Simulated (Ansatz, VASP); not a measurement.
## PbS in VASP and in Ansatz

```
Pb S
1.0
     4.08970    0.00000    0.00000
    -2.04485    3.54178    0.00000
     0.00000    0.00000    3.78817
Pb S
1 1
Direct
  0.00000 0.00000 0.00000
  0.66667 0.33333 0.50000
```

Measurements of this composition are mostly on another form, of space group No. 225.

Alike in both runs: task single point; functional LDA; k mesh 8 × 8 × 7; occupations gaussian, width 0.02 eV; no spin polarisation.

```csv
,VASP,Ansatz
version,VASP 6.6.1,Ansatz 0.2.0
potentials or method,"VASP PAW LDA potentials, release 64 (Pb_d, S), cutoff 520 eV","all-electron LAPW, scalar-relativistic"
```

VASP gave:

* gap on the k mesh at the Fermi level (eV): 0.07
* least direct gap on the mesh (eV): 1.56
* pressure (GPa): -4.2
* largest component of the traceless stress (GPa): 0.45

Estimate Ansatz's values.

gap on the k mesh at the Fermi level (eV): 0.09; least direct gap on the mesh (eV): 1.56; pressure (GPa): -4.2; largest component of the traceless stress (GPa): 0.48.

Ansatz ran all-electron here, so the differences hold the error of VASP's frozen core and of both bases.

Caveats: spin-orbit coupling is left out, which as a rule narrows the gap of such compounds by several tenths of an eV; an odd mesh through Γ misses points on the zone boundary, where band edges often lie.
